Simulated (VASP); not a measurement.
# SrCl2 (Fm-3m) in VASP: single point with r2SCAN

Aim: the single point of SrCl2 with r2SCAN.

Program: VASP 6.6.1. These are calculated values, not measurements. Logs are shortened: lines on timing, memory, paths and dates and some standing lists are left out, and cuts for length are marked.

## Step 1: The crystal as given

Symmetry: Fm-3m, No. 225, cubic system. Conventional cell: a = 6.971 Å, b = 6.971 Å, c = 6.971 Å, α = 90.00°, β = 90.00°, γ = 90.00°. Sr (site symmetry m-3m) has 8 Cl at 3.02 Å as nearest neighbours. Cl (site symmetry -43m) is surrounded by 4 Sr at 3.02 Å.

## Step 2: Single point, r2SCAN

The input, POSCAR:

```
SrCl2
1.0
    0.0000000000      3.4855000000      3.4855000000
    3.4855000000      0.0000000000      3.4855000000
    3.4855000000      3.4855000000      0.0000000000
Sr Cl
1 2
Direct
    0.0000000000      0.0000000000      0.0000000000
    0.2500000000      0.2500000000      0.2500000000
    0.7500000000      0.7500000000      0.7500000000
```

The input, INCAR.step1:

```
PREC = Accurate ; ENCUT = 520
ISMEAR = 0 ; SIGMA = 0.05
LREAL = False ; LASPH = True
NELM = 100 ; NBANDS = 19
GGA = PE ; ALGO = Normal
EDIFF = 1E-4 ; LWAVE = True
LCHARG = False
```

The input, INCAR.step2:

```
PREC = Accurate ; ENCUT = 520
EDIFF = 1E-6 ; ISMEAR = 0
SIGMA = 0.05 ; LREAL = False
LASPH = True ; NELM = 100
ALGO = Normal ; ISIF = 2
LWAVE = False ; LCHARG = True
METAGGA = R2SCAN ; LMIXTAU = True
LELF = True ; LVHAR = True
NBANDS = 19 ; ISTART = 1
```

The input, KPOINTS:

```
Automatic mesh
0
Gamma
  6 6 6
```

Potentials or basis: VASP PAW PBE potentials, release 64 (Sr_sv, Cl).

Launch:

```bash
$ cat potpaw_PBE.64/Sr_sv/POTCAR potpaw_PBE.64/Cl/POTCAR > POTCAR
$ cp INCAR.step1 INCAR
$ mpirun -np 1 vasp_std > vasp.out
$ cp INCAR.step2 INCAR
$ mpirun -np 1 vasp_std > vasp.out
```

OUTCAR:

```text
PREC = Accurate
   ENCUT = 520
   EDIFF = 1E-6
   ISMEAR = 0
   LREAL = False
   LASPH = True
   NELM = 100
   ISIF = 2
   METAGGA = R2SCAN
   ISTART = 1

 ion  position               nearest neighbor table
   1  0.000  0.000  0.000-   3 3.02   3 3.02   3 3.02   2 3.02   3 3.02   2 3.02   2 3.02   2 3.02

   2  0.250  0.250  0.250-   1 3.02   1 3.02   1 3.02   1 3.02
   3  0.750  0.750  0.750-   1 3.02   1 3.02   1 3.02   1 3.02

  LATTYP: Found a face centered cubic cell.
 ALAT       =     6.9710000000

  Lattice vectors:

 A1 = (   0.0000000000,   3.4855000000,   3.4855000000)
 A2 = (   3.4855000000,   0.0000000000,   3.4855000000)
 A3 = (   3.4855000000,   3.4855000000,   0.0000000000)

Analysis of symmetry for initial positions (statically):
=====================================================================
 Subroutine PRICEL returns:
 Original cell was already a primitive cell.

 Routine SETGRP: Setting up the symmetry group for a
 face centered cubic supercell.

 Subroutine GETGRP returns: Found 48 space group operations
 (whereof 48 operations were pure point group operations)
 out of a pool of 48 trial point group operations.

The static configuration has the point symmetry O_h .

Analysis of symmetry for dynamics (positions and initial velocities):
=====================================================================
 Subroutine PRICEL returns:
 Original cell was already a primitive cell.

 Routine SETGRP: Setting up the symmetry group for a
 face centered cubic supercell.

 Subroutine GETGRP returns: Found 48 space group operations
 (whereof 48 operations were pure point group operations)
 out of a pool of 48 trial point group operations.

The dynamic configuration has the point symmetry O_h .

 Subroutine INISYM returns: Found 48 space group operations
 (whereof 48 operations are pure point group operations),
 and found     1 'primitive' translations

----------------------------------------------------------------------------------------

                                     Primitive cell

  volume of cell :      84.6887

  direct lattice vectors                    reciprocal lattice vectors
     0.000000000  3.485500000  3.485500000    -0.143451442  0.143451442  0.143451442
     3.485500000  0.000000000  3.485500000     0.143451442 -0.143451442  0.143451442
     3.485500000  3.485500000  0.000000000     0.143451442  0.143451442 -0.143451442

  length of vectors
     4.929241372  4.929241372  4.929241372     0.248465185  0.248465185  0.248465185

  position of ions in fractional coordinates (direct lattice)
     0.000000000  0.000000000  0.000000000
     0.250000000  0.250000000  0.250000000
     0.750000000  0.750000000  0.750000000

  ion indices of the primitive-cell ions
   primitive index   ion index
                 1           1
                 2           2
                 3           3

----------------------------------------------------------------------------------------

 KPOINTS: Automatic mesh

Automatic generation of k-mesh.
 Grid dimensions read from file:
 generate k-points for:    6    6    6

 Generating k-lattice:

  Cartesian coordinates                     Fractional coordinates (reciprocal lattice)
    -0.023908574  0.023908574  0.023908574     0.166666667  0.000000000  0.000000000
     0.023908574 -0.023908574  0.023908574     0.000000000  0.166666667  0.000000000
     0.023908574  0.023908574 -0.023908574     0.000000000  0.000000000  0.166666667

  Length of vectors
     0.041410864  0.041410864  0.041410864

  Shift w.r.t. Gamma in fractional coordinates (k-lattice)
     0.000000000  0.000000000  0.000000000

 Subroutine IBZKPT returns following result:
 ===========================================

 Found     16 irreducible k-points:

 Following reciprocal coordinates:
            Coordinates               Weight
  0.000000  0.000000  0.000000      1.000000
  0.166667  0.000000  0.000000      8.000000
  0.333333  0.000000  0.000000      8.000000
  0.500000  0.000000  0.000000      4.000000
  0.166667  0.166667  0.000000      6.000000
  0.333333  0.166667  0.000000     24.000000
[... 8 lines left out ...]
 -0.333333  0.333333  0.166667     24.000000
 -0.333333  0.500000  0.166667     12.000000
   k-points           NKPTS =     16   k-points in BZ     NKDIM =     16   number of bands    NBANDS=     19
   number of dos      NEDOS =    301   number of ions     NIONS =      3
   total plane-waves  NPLWV =  64000
   dimension x,y,z NGX =    40 NGY =   40 NGZ =   40
   dimension x,y,z NGXF=    80 NGYF=   80 NGZF=   80
   ions per type =               1   2
   NGX,Y,Z   is equivalent  to a cutoff of  13.49, 13.49, 13.49 a.u.
   NGXF,Y,Z  is equivalent  to a cutoff of  26.98, 26.98, 26.98 a.u.
 SYSTEM =  unknown system
   PREC   = accura    normal or accurate (medium, high low for compatibility)
   ISTART =      1    job   : 0-new  1-cont  2-samecut
   ICHARG =      0    charge: 1-file 2-atom 10-const
   ISPIN  =      1    spin polarized calculation?
   LNONCOLLINEAR =      F non collinear calculations
   LSORBIT =      F    spin-orbit coupling
   LASPH  =      T    aspherical Exc in radial PAW
   ENCUT  =  520.0 eV  38.22 Ry    6.18 a.u.   9.17  9.17  9.17*2*pi/ulx,y,z
   NELM   =    100;   NELMIN=  2; NELMDL=  0     # of ELM steps
   EDIFF  = 0.1E-05   stopping-criterion for ELM
   LREAL  =      F    real-space projection
   EDIFFG = 0.1E-04   stopping-criterion for IOM
   NSW    =      0    number of steps for IOM
   IBRION =     -1    ionic relax: 0-MD 1-quasi-New 2-CG
   NFREE  =      0    steps in history (QN), initial steepest desc. (CG)
   ISIF   =      2    stress and relaxation
   ISYM   =      2    0-nonsym 1-usesym 2-fastsym
   POTIM  = 0.5000    time-step for ionic-motion
   TEBEG  =    0.0;   TEEND  =   0.0 temperature during run
   PSTRESS=    0.0 pullay stress
   NELECT =      24.0000    total number of electrons
   NUPDOWN=      -1.0000    fix difference up-down
   EMIN   =  10.00;   EMAX   =-10.00  energy-range for DOS
   EFERMI =   0.00;   METHOD = LEGACY
   ISMEAR =     0;   SIGMA  =   0.05  broadening in eV -4-tet -1-fermi 0-gaus
   EFERMI_NEDOS =   21; number of points for ismear=-14 and -15
   IALGO  =     38    algorithm
   IMIX   =      4    mixing-type and parameters
     AMIX     =   0.40;   BMIX     =  1.00
     AMIX_MAG =   1.60;   BMIX_MAG =  1.00
  volume/ion in A,a.u.               =      28.23       190.50
  Fermi-wavevector in a.u.,A,eV,Ry     =   1.075318  2.032056 15.732530  1.156308
  Thomas-Fermi vector in A             =   2.211171
   LORBIT       =      0    0 simple, 1 ext, 2 COOP (PROOUT), +10 PAW based schemes
   METAGGA = R2SCAN    functional components
   LHFCALC =     F    Hartree Fock is set to
   AEXX    =    0.0000 exact exchange contribution
   IVDW    =     0    specifies the selected vdW correction
   LEPSILON=     F    determine dielectric tensor
   LRPA    =     F    only Hartree local field effects (RPA)
 non-spin polarized calculation
 Gauss-broadening in eV      SIGMA  =   0.05
  energy-cutoff  :      520.00
  volume of cell :       84.69
 maximum number of plane-waves:      2301
 NGX is ok and might be reduce to    40
   NGX = 19   NGY = 19   NGZ = 19

 number of electron      24.0000003 magnetization

 Free energy of the ion-electron system (eV)
  ---------------------------------------------------
  ext. energy  EPLUGINS =         0.00000000
  ---------------------------------------------------
  free energy    TOTEN  =       -35.69532652 eV

  energy without entropy =      -35.69532652  energy(sigma->0) =      -35.69532652

 E-fermi :   0.0809     XC(G=0):  -8.7791

 val. band max:       -0.2045929032   @ k =   0.5000   0.5000   0.0000
 cond. band min:       5.7718035208   @ k =   0.0000   0.0000   0.0000
 fundamental gap:      5.9763964240
 Fermi energy:         0.0809078626

 k-point     1 :       0.0000    0.0000    0.0000
  band No.  band energies     occupation
      1     -34.1465      2.00000
      2     -15.5175      2.00000
      3     -15.5175      2.00000
      4     -15.5175      2.00000
      5     -14.1001      2.00000
      6     -13.2201      2.00000
[... 11 lines left out ...]
     18       9.4242      0.00000
     19       9.8784      0.00000

 k-point     2 :       0.1667    0.0000    0.0000
  band No.  band energies     occupation
      1     -34.1456      2.00000
      2     -15.6188      2.00000
      3     -15.5210      2.00000
      4     -15.5210      2.00000
      5     -13.9352      2.00000
      6     -13.2786      2.00000
[... 11 lines left out ...]
     18       9.2242      0.00000
     19      10.3475      0.00000

 k-point     3 :       0.3333    0.0000    0.0000
  band No.  band energies     occupation
      1     -34.1439      2.00000
      2     -15.7726      2.00000
      3     -15.5279      2.00000
      4     -15.5279      2.00000
      5     -13.7137      2.00000
      6     -13.3264      2.00000
[... 11 lines left out ...]
     18       9.1038      0.00000
     19       9.5755      0.00000

 k-point     4 :       0.5000    0.0000    0.0000
  band No.  band energies     occupation
      1     -34.1431      2.00000
      2     -15.8343      2.00000
      3     -15.5314      2.00000
      4     -15.5314      2.00000
      5     -13.6884      2.00000
      6     -13.2753      2.00000
[... 11 lines left out ...]
     18       9.1506      0.00000
     19       9.4760      0.00000

 k-point     5 :       0.1667    0.1667    0.0000
  band No.  band energies     occupation
      1     -34.1453      2.00000
      2     -15.6437      2.00000
      3     -15.5258      2.00000
      4     -15.5258      2.00000
      5     -13.8752      2.00000
      6     -13.3031      2.00000
[... 11 lines left out ...]
     18       9.2291      0.00000
     19       9.5217      0.00000

 k-point     6 :       0.3333    0.1667    0.0000
  band No.  band energies     occupation
      1     -34.1439      2.00000
      2     -15.7549      2.00000
      3     -15.5508      2.00000
      4     -15.5334      2.00000
      5     -13.6498      2.00000
      6     -13.3769      2.00000
[... 11 lines left out ...]
     18       9.0723      0.00000
     19       9.9584      0.00000

 k-point     7 :       0.5000    0.1667    0.0000
  band No.  band energies     occupation
      1     -34.1428      2.00000
      2     -15.8080      2.00000
      3     -15.5954      2.00000
      4     -15.5363      2.00000
      5     -13.5893      2.00000
      6     -13.3241      2.00000
[... 11 lines left out ...]
     18       9.3853      0.00000
     19       9.6625      0.00000

 k-point     8 :      -0.3333    0.1667    0.0000
  band No.  band energies     occupation
      1     -34.1431      2.00000
      2     -15.7824      2.00000
      3     -15.6031      2.00000
      4     -15.5315      2.00000
      5     -13.5914      2.00000
      6     -13.3489      2.00000
[... 80 lines left out ...]
 k-point    12 :      -0.3333    0.3333    0.0000
  band No.  band energies     occupation
      1     -34.1422      2.00000
      2     -15.7591      2.00000
      3     -15.7034      2.00000
      4     -15.5404      2.00000
      5     -13.4686      2.00000
      6     -13.3680      2.00000
[... 11 lines left out ...]
     18       9.7512      0.00000
     19      10.4602      0.00000

 k-point    13 :       0.5000    0.5000    0.0000
  band No.  band energies     occupation
      1     -34.1420      2.00000
      2     -15.9056      2.00000
      3     -15.5507      2.00000
      4     -15.5507      2.00000
      5     -13.5352      2.00000
      6     -13.2892      2.00000
[... 11 lines left out ...]
     18       9.2235      0.00000
     19      10.6269      0.00000

 k-point    14 :       0.5000    0.3333    0.1667
  band No.  band energies     occupation
      1     -34.1428      2.00000
      2     -15.7910      2.00000
      3     -15.6181      2.00000
      4     -15.5395      2.00000
      5     -13.4750      2.00000
      6     -13.4266      2.00000
[... 11 lines left out ...]
     18       9.2992      0.00000
     19      10.3082      0.00000

 k-point    15 :      -0.3333    0.3333    0.1667
  band No.  band energies     occupation
      1     -34.1422      2.00000
      2     -15.7663      2.00000
      3     -15.6927      2.00000
      4     -15.5441      2.00000
      5     -13.4679      2.00000
      6     -13.3686      2.00000
[... 11 lines left out ...]
     18       9.8443      0.00000
     19      10.2264      0.00000

 k-point    16 :      -0.3333    0.5000    0.1667
  band No.  band energies     occupation
      1     -34.1420      2.00000
      2     -15.8253      2.00000
      3     -15.6490      2.00000
      4     -15.5510      2.00000
      5     -13.4642      2.00000
      6     -13.3424      2.00000
[... 11 lines left out ...]
     18      10.2329      0.00000
     19      10.5811      0.00000

------------------------ aborting loop because EDIFF is reached ----------------------------------------

  FORCE on cell =-STRESS in cart. coord.  units (eV):
  Direction    XX          YY          ZZ          XY          YZ          ZX
  --------------------------------------------------------------------------------------
  -------------------------------------------------------------------------------------
  Total        0.2259856      0.2259856      0.2259856     -0.0000000     -0.0000000      0.0000000
  in kB        4.2752942      4.2752942      4.2752942     -0.0000000     -0.0000000      0.0000000
  external PRESSURE =       4.2752942 kB  Pullay stress =       0.0000000 kB

 VOLUME and BASIS-vectors are now :
 -----------------------------------------------------------------------------
  energy-cutoff  :      520.00
  volume of cell :       84.69
      direct lattice vectors                 reciprocal lattice vectors
     0.000000000  3.485500000  3.485500000    -0.143451442  0.143451442  0.143451442
     3.485500000  0.000000000  3.485500000     0.143451442 -0.143451442  0.143451442
     3.485500000  3.485500000  0.000000000     0.143451442  0.143451442 -0.143451442

 POSITION                                       TOTAL-FORCE (eV/Angst)
 -----------------------------------------------------------------------------------
      0.00000      0.00000      0.00000        -0.000000     -0.000000      0.000000
      1.74275      1.74275      1.74275        -0.000000      0.000000      0.000000
      5.22825      5.22825      5.22825         0.000000     -0.000000     -0.000000
 -----------------------------------------------------------------------------------
    total drift:                               -0.000000     -0.000000      0.000000

  FREE ENERGIE OF THE ION-ELECTRON SYSTEM (eV)
  ---------------------------------------------------
  free  energy   TOTEN  =       -35.6953265244 eV

  energy  without entropy=      -35.6953265244  energy(sigma->0) =      -35.69532652
```

Run time: 72 s. Hardware: 1 thread of Intel Xeon Platinum 8488C (Sapphire Rapids), shared host; peak memory 0.26 GiB.

What came out:

- Free energy: -35.6953 eV
- Pressure: 0.4 GPa
- Band gap on the k mesh: 5.98 eV, indirect (least direct gap 5.99 eV)

Caveat: the PAW data sets were made with another functional, which shifts forces and pressure a little. r2SCAN opens gaps a little over a GGA but as a rule still falls short of measured ones.
